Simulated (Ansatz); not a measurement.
## Compressing TaN

The calculation used DFT r2SCAN, scalar-relativistic, plane waves, PAW in Ansatz 0.2.0. Run with 500 eV cutoff, 18×18×8 k-mesh, Gaussian smearing of 0.10 eV, no spin polarisation.

Starting point, cell and atoms relaxed:

```xyz
4
Lattice="3.1345 0.0000 0.0000 -1.5672 2.7145 0.0000 0.0000 0.0000 6.0869" Properties=species:S:1:pos:R:3 pbc="T T T"
Ta    0.0000    1.8097    0.1904
Ta    1.5672    0.9048    3.2338
N     0.0000    1.8097    2.1530
N     1.5672    0.9048    5.1965
```

Cell and atoms are relaxed at each pressure within the symmetry of the start, at zero temperature, so transitions that lower the symmetry aren't seen. The k-mesh given is that at zero pressure and may differ at others. a, b and c are the lengths of the cell vectors above. Gaps are generalised Kohn–Sham gaps over the whole zone.

Spin-orbit coupling is left out, which matters for the bands and energies of heavy elements.

```tsv
P (GPa)	V (Å³/atom)	V/V0	a (Å)	b (Å)	c (Å)
-1	13.00	1.004	3.140	3.140	6.091
0	12.95	1.000	3.134	3.134	6.087
1	12.90	0.996	3.130	3.130	6.082
4	12.75	0.985	3.113	3.113	6.076
12	12.40	0.957	3.074	3.074	6.057
25	11.90	0.919	3.019	3.019	6.033
50	11.15	0.862	2.930	2.930	6.000
90	10.27	0.793	2.818	2.818	5.971
```

**Question.** What bulk modulus and pressure derivative fit these points?

**Answer.** A third-order Birch–Murnaghan fit gives B0 = 256 GPa and B0' = 3.6.

**Question.** Which cell vector or vectors give way most up to 90 GPa?

**Answer.** a and b: the changes are a -10.1 %, b -10.1 %, c -1.9 %.

**Question.** What does pressure do to the gap?

**Answer.** The gaps are metal at -1 GPa, metal at 0 GPa, metal at 1 GPa, metal at 4 GPa, metal at 12 GPa, metal at 25 GPa, metal at 50 GPa, 0.04 eV at 90 GPa.

This wurtzite form isn't the usual stable structure of the compound.